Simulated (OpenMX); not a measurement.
The system is TaN.

```
Ta N
1.0
     0.00000    2.21132    2.21132
     2.21132    0.00000    2.21132
     2.21132    2.21132    0.00000
Ta N
1 1
Direct
  0.50000 0.50000 0.50000
  0.00000 0.00000 0.00000
```

The cell comes from a database or a generator and needn't be the stable form of this composition.

Base run:

```yaml
Program: OpenMX 3.8.5
Functional: PBE
Potentials_or_basis: OpenMX 2013 PBE set, Ta7.0-s3p2d2, N6.0-s2p2, grid cutoff 400 Ry
k_mesh: 11 × 11 × 11
Occupations: fermi-dirac, width 0.05 eV
Spin: no spin polarisation
```

Its results: pressure 4.4 GPa.

Problem. The run is repeated on the same cell with these changes: functional from PBE to LDA; potentials or basis from OpenMX 2013 PBE set, Ta7.0-s3p2d2, N6.0-s2p2, grid cutoff 400 Ry to OpenMX 2013 LDA set, Ta7.0-s3p2d2f1, N6.0-s2p2d1, grid cutoff 400 Ry. What comes out?

Solution. Pressure -21.3 GPa.

Caveats: the basis of atomic orbitals isn't converged, which shifts pressures, moduli and gaps; so large a pressure means that the cell lies far from this level's equilibrium, or that cutoff or potentials fall short (some runs).
